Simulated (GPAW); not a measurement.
# SiC (P6_3mc) in GPAW: settings compared

One crystal, SiC, is run at these levels: MS2, PBEsol+D3(BJ); tasks: relaxation of cell and atoms.

Program: GPAW 26.7.0. These are calculated values, not measurements. Logs are shortened: lines on timing, memory, paths and dates and some standing lists are left out, and cuts for length are marked. The log counts tension as positive stress, the text compression.

## (1) The structure

Symmetry: P6_3mc, No. 186, hexagonal system. Conventional cell: a = 3.076 Å, b = 3.076 Å, c = 10.071 Å, α = 90.00°, β = 90.00°, γ = 120.00°. Around Si (site symmetry 3m) lie 4 C at 1.88 to 1.89 Å. Si (site symmetry 3m) has 4 C at 1.88 to 1.89 Å as nearest neighbours. C (site symmetry 3m) has 4 Si at 1.88 to 1.89 Å as nearest neighbours. C (site symmetry 3m) has 4 Si at 1.88 to 1.89 Å as nearest neighbours.

The cell is a database's computed one.

## (2) Relaxation of cell and atoms, MS2, target pressure 1 GPa, at which the enthalpy is minimised

Contents of run.py:

```python
from ase.filters import FrechetCellFilter
from ase.io import read, write
from ase.optimize import BFGS
from ase.units import GPa
from gpaw import GPAW, PW

atoms = read('SiC.xyz')

calc = GPAW(mode=PW(800),
            xc='MGGA_X_MS2+GGA_C_REGTPSS',
            kpts={'size': (6, 6, 2), 'gamma': True},
            occupations={'name': 'fermi-dirac', 'width': 0.05},
            nbands=32,
            convergence={'density': 1e-06, 'energy': 1e-06, 'eigenstates': 1e-10},
            maxiter=150,
            txt='gpaw.txt')
atoms.calc = calc
opt = BFGS(FrechetCellFilter(atoms, scalar_pressure=1 * GPa), trajectory='relax.traj', logfile='-')
done = opt.run(fmax=0.01, steps=40)
calc.write('gs.gpw')
write('result.traj', atoms)
print('Converged:', done)
print('Cell:', atoms.cell.cellpar().round(4))
print('Volume:', round(atoms.get_volume(), 4))
print(atoms.get_scaled_positions().round(5))
```

Contents of SiC.xyz:

```xyz
8
Lattice="3.0756941497 0.0000000000 0.0000000000 -1.5378470748 2.6636292679 0.0000000000 0.0000000000 0.0000000000 10.0706464800" Properties=species:S:1:pos:R:3 pbc="T T T"
Si     0.0000000000      0.0000000000      1.8922178766
Si     0.0000000000      0.0000000000      6.9275411166
Si    -0.0000000001      1.7757528454      4.4093517947
Si     1.5378470750      0.8878764225      9.4446750347
C      0.0000000000      0.0000000000      0.0046330009
C      0.0000000000      0.0000000000      5.0399562409
C     -0.0000000001      1.7757528454      2.5156735737
C      1.5378470750      0.8878764225      7.5509968137
```

Potentials or basis: GPAW PAW data sets (gpaw-data 1.2.1), pw.

Command:

```bash
OMP_NUM_THREADS=1 python run.py
```

gpaw.txt:

```text
__  _  _
 | _ |_)|_||  |
 |__||  | ||/\| - 26.7.0

Input parameters:
  mode=PW(ecut=800.0),
  convergence={'density': 1e-06, 'energy': 1e-06, 'eigenstates': 1e-10},
  kpts=MonkhorstPack(size=(6, 6, 2), gamma=True),
  maxiter=150,
  nbands=32,
  occupations=Occupations(name='fermi-dirac', width=0.05),
  xc=XC(name='MGGA_X_MS2+GGA_C_REGTPSS')

Diagonalizing LCAO Hamiltonian
Converting LCAO to pw mode

            Si

            C
       Si

         Si
       C

         C

       Si

       C

Atoms  # Å, Bohr magnetons
|   | symbol |         x |        y |        z |    initial magnetic moments |
|---|--------|-----------|----------|----------|-----------------------------|
| 0 |     Si |  0.000000 | 0.000000 | 1.892218 | ( 0.0000,  0.0000,  0.0000) |
| 1 |     Si |  0.000000 | 0.000000 | 6.927541 | ( 0.0000,  0.0000,  0.0000) |
| 2 |     Si | -0.000000 | 1.775753 | 4.409352 | ( 0.0000,  0.0000,  0.0000) |
| 3 |     Si |  1.537847 | 0.887876 | 9.444675 | ( 0.0000,  0.0000,  0.0000) |
| 4 |      C |  0.000000 | 0.000000 | 0.004633 | ( 0.0000,  0.0000,  0.0000) |
| 5 |      C |  0.000000 | 0.000000 | 5.039956 | ( 0.0000,  0.0000,  0.0000) |
| 6 |      C | -0.000000 | 1.775753 | 2.515674 | ( 0.0000,  0.0000,  0.0000) |
| 7 |      C |  1.537847 | 0.887876 | 7.550997 | ( 0.0000,  0.0000,  0.0000) |

Unit cell  # Å
| periodic |         x |        y |         z |   lengths |     angles |
|----------|-----------|----------|-----------|-----------|------------|
|      yes |  3.075694 | 0.000000 |  0.000000 |  3.075694 |  90.000000 |
|      yes | -1.537847 | 2.663629 |  0.000000 |  3.075694 |  90.000000 |
|      yes |  0.000000 | 0.000000 | 10.070646 | 10.070646 | 120.000000 |

Number of symmetries: 6
Symmetry operations  # r_c * U_cc + t_c -> r_c
|   | kind |            matrix            |
|---|------|------------------------------|
| 0 |  σ   |  1, 1, 0,  0,-1, 0,  0, 0, 1 |
| 1 |  E   |  1, 0, 0,  0, 1, 0,  0, 0, 1 |
| 2 |  C3  |  0, 1, 0, -1,-1, 0,  0, 0, 1 |
| 3 |  σ   |  0,-1, 0, -1, 0, 0,  0, 0, 1 |
| 4 |  σ   | -1, 0, 0,  1, 1, 0,  0, 0, 1 |
| 5 |  C3  | -1,-1, 0,  1, 0, 0,  0, 0, 1 |

BZ-sampling:
  Number of BZ points: 72
  Number of IBZ points: 14

  Monkhorst-Pack size: [6, 6, 2]
  Monkhorst-Pack shift: [0.08333333333333333, 0.08333333333333333, 0.25]

K-points  # in reciprocal-cell coordinates
|     |                                coordinates |     weight |
|-----|--------------------------------------------|------------|
|   0 | (  0.00000000,   0.00000000,   0.00000000) | 0.01388889 |
|   1 | (  0.00000000,   0.00000000,   0.50000000) | 0.01388889 |
|   2 | (  0.16666667,   0.00000000,   0.00000000) | 0.08333333 |
|   3 | (  0.16666667,   0.00000000,   0.50000000) | 0.08333333 |
|   4 | (  0.33333333,  -0.16666667,   0.00000000) | 0.08333333 |
|   5 | (  0.33333333,  -0.16666667,   0.50000000) | 0.08333333 |
|   6 | (  0.33333333,   0.00000000,   0.00000000) | 0.08333333 |
|   7 | (  0.33333333,   0.00000000,   0.50000000) | 0.08333333 |
|   8 | (  0.33333333,   0.33333333,   0.00000000) | 0.02777778 |
|   9 | (  0.33333333,   0.33333333,   0.50000000) | 0.02777778 |
| ... |                                            |            |
|  13 | (  0.50000000,   0.50000000,   0.50000000) | 0.04166667 |

Plane wave coefficients: 4263
Cutoff: 800.0 eV

Spin-components: 1 (collinear spins)
Bands:           32
Projectors:      40
Spin-degeneracy: 2
Datatype:        complex128

Parallelization:
  kpt:    1
  domain: 1
  band:   1

Density:
  Valence electrons: 32.0
  Components: 1
  Grid points: [21 21 70]
  Charge: 0.0  # |e|

Potential:
  Grid points: [21 21 70]

species:
  Si:
    name:    Silicon
    Z:       14.0
    valence: 4
    core:    10
    charge:  0.0  # [|e|]
    compensation charges:
      type: gauss
      rc: 0.33  # [Å]
      lmax: 2
    cutoffs:
      filter: 1.86  # [Å]
      core: 2.06  # [Å]
    projectors
    | kind |    occ | energy [eV] | rcut [Å] |
    |------|--------|-------------|----------|
    |   3s |  2.000 |     -10.812 |    1.058 |
    |   3p |  2.000 |      -4.081 |    1.058 |
    |    s |        |      16.399 |    1.058 |
    |    p |        |      23.130 |    1.058 |
    |    d |        |       0.000 |    1.058 |

    Using partial waves for Si as LCAO basis

  C:
    name:    Carbon
    Z:       6.0
    valence: 4
    core:    2
    charge:  0.0  # [|e|]
    compensation charges:
      type: gauss
      rc: 0.20  # [Å]
      lmax: 2
    cutoffs:
      filter: 1.14  # [Å]
      core: 1.14  # [Å]
    projectors
    | kind |    occ | energy [eV] | rcut [Å] |
    |------|--------|-------------|----------|
    |   2s |  2.000 |     -13.751 |    0.635 |
    |   2p |  2.000 |      -5.284 |    0.635 |
    |    s |        |      13.461 |    0.635 |
    |    p |        |      21.927 |    0.635 |
    |    d |        |       0.000 |    0.635 |

    Using partial waves for C as LCAO basis

Reference energy: -35655.889463  # eV

eigensolver:
  PPCG
  Converge bands: occupied
  niter=2

density mixing:
  MSR1-Mixer
  Pratt-step length: 0.05
  Maximum mixing coefficient: 0.75
  Old densities: 10
  SVD Regularization: 0.005
  Good broyden scale: 1.0
  Trust region scale: 1.0
  Backstep threshold: 4.0
  History deletion threshold: 6.0
  Fourier metric: weight=20.0, sigma=0.015

occupation numbers:
  Fermi-Dirac:
    width: 0.0500  # eV

poisson solver:
  ecut: 6400.0  # eV

xc functional:
  name: MGGA_X_MS2+GGA_C_REGTPSS with 2 nearest neighbor stencil

convergence criteria:
- Maximum integral of absolute [dens]ity change: 1e-06 electrons / valence electron
- Maximum [total energy] change in last 3 cyles: 1e-06 eV / valence electron
- Maximum integral of absolute [eigenst]ate change: 1e-10 eV^2 / valence electron
maximum number of iterations: 150

SCF iterations
|iter     | |      energy | eigst |  dens |
|---------|-|-------------|-------|-------|
|iter:   1| | -122.755413 | -0.07 |       |
|iter:   2| |  -85.884338 | -0.97 | -0.58 |
|iter:   3| |  -85.331355 | -0.18 | -0.62 |
|iter:   4| |  -84.269408 | -1.12 | -0.88 |
|iter:   5| |  -84.512490 | -2.46 | -1.28 |
|iter:   6| |  -84.514456 | -3.20 | -2.14 |
|iter:   7| |  -84.515390 | -4.29 | -2.49 |
|iter:   8| |  -84.515425 | -4.94 | -2.85 |
|iter:   9| |  -84.515439 | -6.60 | -3.64 |
|iter:  10| |  -84.515443c| -7.28 | -3.95 |
|iter:  11| |  -84.515443c| -8.47 | -4.58 |
|iter:  12| |  -84.515443c| -9.77 | -5.25 |
|iter:  13| |  -84.515443c|-11.34c| -6.14c|
[... 1011 lines left out ...]
density mixing:
  MSR1-Mixer
  Pratt-step length: 0.05
  Maximum mixing coefficient: 0.75
  Old densities: 10
  SVD Regularization: 0.005
  Good broyden scale: 1.0
  Trust region scale: 1.0
  Backstep threshold: 4.0
  History deletion threshold: 6.0
  Fourier metric: weight=20.0, sigma=0.015

occupation numbers:
  Fermi-Dirac:
    width: 0.0500  # eV

poisson solver:
  ecut: 6400.0  # eV

xc functional:
  name: MGGA_X_MS2+GGA_C_REGTPSS with 2 nearest neighbor stencil

convergence criteria:
- Maximum integral of absolute [dens]ity change: 1e-06 electrons / valence electron
- Maximum [total energy] change in last 3 cyles: 1e-06 eV / valence electron
- Maximum integral of absolute [eigenst]ate change: 1e-10 eV^2 / valence electron
maximum number of iterations: 150

SCF iterations
|iter     | |      energy | eigst |  dens |
|---------|-|-------------|-------|-------|
|iter:   1| | -145.682678 | -0.63 |       |
|iter:   2| |  -84.495684 | -0.90 | -1.44 |
|iter:   3| |  -84.517836 | -2.85 | -2.49 |
|iter:   4| |  -84.517516 | -4.77 | -2.59 |
|iter:   5| |  -84.517365 | -5.37 | -2.69 |
|iter:   6| |  -84.517349 | -5.90 | -2.86 |
|iter:   7| |  -84.517353c| -7.12 | -2.99 |
|iter:   8| |  -84.517346c| -6.25 | -3.04 |
|iter:   9| |  -84.517351c| -6.81 | -3.19 |
|iter:  10| |  -84.517355c| -6.70 | -3.36 |
|iter:  11| |  -84.517356c| -6.90 | -3.68 |
|iter:  12| |  -84.517357c| -7.06 | -3.54 |
|iter:  13| |  -84.517358c| -7.69 | -3.93 |
|iter:  14| |  -84.517359c| -8.90 | -4.57 |
|iter:  15| |  -84.517359c| -9.74 | -5.14 |
|iter:  16| |  -84.517359c|-11.24c| -6.04c|

Converged in 16 steps
Energy contributions relative to reference atoms: (reference = -35655.889463)

Energy contributions:
  Kinetic:          48.441794
  Coulomb:         -38.116231
  Zero:             -0.157104
  External:          0.000000
  Xc:              -94.685817
  Entropy:          -0.000000
  Spinorbit:         0.000000
  ----------------------------
  Free energy:     -84.517359
  Extrapolated:    -84.517359

dipole moment: (-12.722071, -22.035273, -11.758898)  # |e|*Ang

Fermi level: 9.374
Eigenvalues  # (at kpt = [0.000, 0.000, 0.000])
| band index |      eig [eV] | occ [0-2] |
|------------|---------------|-----------|
|          0 |        -7.986 |     2.000 |
|        ... |               |           |
|          8 |         6.898 |     2.000 |
|          9 |         7.363 |     2.000 |
|         10 |         7.364 |     2.000 |
|         11 |         7.526 |     2.000 |
|         12 |         7.526 |     2.000 |
|         13 |         8.057 |     2.000 |
[... 8 lines left out ...]
|         22 |        15.762 |     0.000 |
|         23 |        15.764 |     0.000 |
|        ... |               |           |
|         31 |        19.623 |     0.000 |

Gap: 2.546 eV
Transition (v -> c):
  (s=0, k=0, n=15, [0.00, 0.00, 0.00]) -> (s=0, k=12, n=16, [0.50, 0.50, 0.00])
Direct/indirect transitions are different
Direct gap: 3.686 eV
Transition at: (s=0, k=12, n=15, [0.50, 0.50, 0.00])

Stress tensor  # eV/Ang^3
|         x |         y |         z |
|-----------|-----------|-----------|
| -0.006208 |  0.000000 |  0.000000 |
|  0.000000 | -0.006208 | -0.000000 |
|  0.000000 | -0.000000 | -0.006179 |

Forces  # eV/Ang
|        x |        y |        z |
|----------|----------|----------|
|  0.00000 | -0.00000 |  0.00170 |  # Si   0
|  0.00000 |  0.00000 |  0.00170 |  # Si   1
| -0.00000 |  0.00000 | -0.00176 |  # Si   2
|  0.00000 | -0.00000 | -0.00176 |  # Si   3
|  0.00000 |  0.00000 | -0.00242 |  # C    4
| -0.00000 | -0.00000 | -0.00242 |  # C    5
| -0.00000 |  0.00000 |  0.00304 |  # C    6
| -0.00000 |  0.00000 |  0.00304 |  # C    7

# Writing to gs.gpw (mode='')
```

Wall time 17 min (1 thread of Arm Neoverse V1, shared host); peak memory 0.54 GiB.

What came out:

| Quantity | Value |
| --- | --- |
| Free energy | -84.5174 eV |
| Relaxed volume | 10.34 Å³/atom |
| Relaxed cell | a = 3.078 Å, b = 3.078 Å, c = 10.078 Å, α = 90.00°, β = 90.00°, γ = 120.00° |
| Space group after relaxing (to 0.05 Å) | P6_3mc (No. 186) |
| Energy change on relaxing (the enthalpy is what falls) | -0.2 meV/atom |
| Ionic steps | 5 |
| Pressure after relaxing | 1.0 GPa |
| Largest force after relaxing | 0.003 eV/Å |
| Band gap on the k mesh | 2.55 eV, indirect (least direct gap 3.69 eV) |

Forces in eV/Å, atoms in the order of the input:
```
Si   0.000  0.000  0.002
Si   0.000  0.000  0.002
Si   0.000  0.000 -0.002
Si   0.000  0.000 -0.002
C    0.000  0.000 -0.002
C    0.000  0.000 -0.002
C    0.000  0.000  0.003
C    0.000  0.000  0.003
```

The path:
```csv
step,energy change (eV),largest force (eV/Å),pressure (GPa),volume (Å³)
1,0.0000,0.0123,1.56,82.50
2,-0.0002,0.0056,1.52,82.52
3,-0.0014,0.0236,1.16,82.64
4,-0.0017,0.0173,1.07,82.68
5,-0.0019,0.0030,0.99,82.70
```

Final structure:
```xyz
8
Lattice="3.0782 0.0000 0.0000 -1.5391 2.6658 0.0000 0.0000 0.0000 10.0785" Properties=species:S:1:pos:R:3 pbc="T T T"
Si    0.0000    0.0000    1.8935
Si    0.0000    0.0000    6.9327
Si    0.0000    1.7772    4.4132
Si    1.5391    0.8886    9.4524
C     0.0000    0.0000    0.0049
C     0.0000    0.0000    5.0441
C     0.0000    1.7772    2.5173
C     1.5391    0.8886    7.5565
```

Caveat: the k mesh is coarse; later steps reuse the first step's grids; the PAW data sets were made with another functional, which shifts forces and pressure a little. A k mesh can miss the band edges.

## (3) Relaxation of cell and atoms, PBEsol+D3(BJ)

Contents of run.py:

```python
from ase.calculators.mixing import SumCalculator
from ase.filters import FrechetCellFilter
from ase.io import read, write
from ase.optimize import BFGS
from dftd3.ase import DFTD3
from gpaw import GPAW, PW, setup_paths

setup_paths.insert(0, '.')

atoms = read('SiC.xyz')

calc = GPAW(mode=PW(800),
            xc='PBEsol',
            kpts={'size': (6, 6, 2), 'gamma': True},
            occupations={'name': 'fermi-dirac', 'width': 0.05},
            nbands=32,
            convergence={'density': 1e-05, 'energy': 1e-05},
            maxiter=150,
            txt='gpaw.txt')
atoms.calc = SumCalculator([calc, DFTD3(method='pbesol', damping='d3bj')])
opt = BFGS(FrechetCellFilter(atoms), trajectory='relax.traj', logfile='-')
done = opt.run(fmax=0.01, steps=60)
calc.write('gs.gpw')
write('result.traj', atoms)
print('Converged:', done)
print('Cell:', atoms.cell.cellpar().round(4))
print('Volume:', round(atoms.get_volume(), 4))
print(atoms.get_scaled_positions().round(5))
```

SiC.xyz is that of step 2.

Potentials or basis: PAW data sets generated in the run's folder for this functional, pw.

Command:

```bash
gpaw-setup -f PBEsol C Si
OMP_NUM_THREADS=1 python run.py
```

Run time: 1.7 min. Hardware: 1 thread of Arm Neoverse V1, shared host; peak memory 0.27 GiB.

Results (log left out):

| Item | Value |
| --- | --- |
| Free energy | -65.3796 eV |
| Relaxed volume | 10.21 Å³/atom |
| Relaxed cell | a = 3.066 Å, b = 3.066 Å, c = 10.036 Å, α = 90.00°, β = 90.00°, γ = 120.00° |
| Space group after relaxing (to 0.05 Å) | P6_3mc (No. 186) |
| Energy gained by relaxing | 0.5 meV/atom |
| Ionic steps | 3 |
| Pressure after relaxing | 0.0 GPa |
| Largest force after relaxing | 0.008 eV/Å |
| Band gap on the k mesh | 2.11 eV, indirect (least direct gap 3.24 eV) |
| Dispersion energy per atom | -0.245 eV |

Forces in eV/Å, atoms in the order of the input:
```
Si   0.000  0.000 -0.008
Si   0.000  0.000 -0.008
Si   0.000  0.000 -0.002
Si   0.000  0.000 -0.002
C    0.000  0.000  0.007
C    0.000  0.000  0.007
C    0.000  0.000  0.004
C    0.000  0.000  0.004
```

Stress tensor (GPa, compression positive):
```
 0.06  0.00  0.00
 0.00  0.06  0.00
 0.00  0.00 -0.08
```

The path:
```
step  energy change (eV)  largest force (eV/Å)  pressure (GPa)  volume (Å³)
   1              0.0000                0.0037           -2.14        82.50
   2             -0.0007                0.0022           -1.98        82.44
   3             -0.0042                0.0080            0.01        81.72
```

Final structure:
```xyz
8
Lattice="3.0663 0.0000 0.0000 -1.5332 2.6555 0.0000 0.0000 0.0000 10.0359" Properties=species:S:1:pos:R:3 pbc="T T T"
Si    0.0000    0.0000    1.8861
Si    0.0000    0.0000    6.9041
Si    0.0000    1.7703    4.3942
Si    1.5332    0.8852    9.4122
C     0.0000    0.0000    0.0042
C     0.0000    0.0000    5.0222
C     0.0000    1.7703    2.5068
C     1.5332    0.8852    7.5247
```

Levels at points of the mesh, in eV from the valence-band top:
```
           k point  band 14  band 15  band 16  band 17  band 18  band 19
(0.00, 0.00, 0.00)    -0.05     0.00     0.00     5.13     5.71     6.36
(0.00, 0.00, 0.50)    -0.21    -0.21    -0.21     5.34     5.34     6.82
(0.50, 0.50, 0.00)    -2.24    -1.60    -1.13     2.11     2.24     4.14
(0.50, 0.50, 0.50)    -2.55    -1.57    -1.57     2.53     2.53     4.13
```

Caveat: the k mesh is coarse; later steps reuse the first step's grids. PBEsol gaps usually lie below the measured ones, often by a third to a half.
